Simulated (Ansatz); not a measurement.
# Rb2Hg: the cost of one run

Program: Ansatz 0.2.0. Level of theory: DFT PBE, scalar-relativistic, plane waves, PAW, unless a step names another level. These are calculated values, not measurements.

## (1) The structure to begin with

The structure is cubic, space group Fm-3m (No. 225). The conventional cell has a = 8.947 Å, b = 8.947 Å, c = 8.947 Å, α = 90.00°, β = 90.00°, γ = 90.00°. Rb (site symmetry -43m) is surrounded by 4 Hg at 3.87 Å. Hg (site symmetry m-3m) is surrounded by 8 Rb at 3.87 Å.

Coordinates:

```
CELL_PARAMETERS angstrom
0.00000 4.47332 4.47332
4.47332 0.00000 4.47332
4.47332 4.47332 0.00000
ATOMIC_POSITIONS crystal
Rb 0.25000 0.25000 0.25000
Rb 0.75000 0.75000 0.75000
Hg 0.50000 0.50000 0.50000
```

It is the end of an earlier relaxation with the same method, from a generated guess; it needn't be the stable form of this composition. At a tolerance of 0.05 Å it has space group Fm-3m (No. 225); it has 59.68 Å³/atom, an uncorrected energy of -0.14 eV/atom over the elements.

## (2) Static run: bands, density of states and charges

Contents of input.yaml:

```yaml
crystal:
  lattice:
    - [0.0, 4.4733197388, 4.4733197388]
    - [4.4733197388, 0.0, 4.4733197388]
    - [4.4733197388, 4.4733197388, 0.0]
  atoms:
    - { symbol: Rb, position: [0.25, 0.25, 0.25] }
    - { symbol: Rb, position: [0.75, 0.75, 0.75] }
    - { symbol: Hg, position: [0.5, 0.5, 0.5] }
basis:
  ecutwfc: 420
kpoints:
  mp_grid: { grid: [10, 10, 10] }
  band_path:
    path:
      - [[0.0, 0.0, 0.0], [0.5, 0.0, 0.5], [0.625, 0.25, 0.625]]
      - [[0.375, 0.375, 0.75], [0.0, 0.0, 0.0], [0.5, 0.5, 0.5], [0.5, 0.25, 0.75], [0.5, 0.0, 0.5]]
    npoints: 14
hamiltonian:
  xc: pbe
scf:
  occupations: { method: gaussian, width: 0.1 }
  n_extra_bands: 7
output:
  forces: true
  stress: true
  eigenvalues: true
  populations: true
  dos: { projected: true, de: 0.02, nscf_kmesh: { grid: [12, 12, 12] } }
  bader: true
  write_density: true
  write_potential: true
  elf: true
  volumetric_format: npy
```

Launch:

```sh
ansatz run input.yaml --threads 1 --pin off --max-ram 2048MiB --backend cpu --events-out ev --progress --plain --runs-dir out
```

**Question.** How long does this run take on 1 thread of Intel Xeon Platinum 8488C (Sapphire Rapids), shared host, and how much memory does it need?

About 36 s, with a peak of 0.69 GiB.
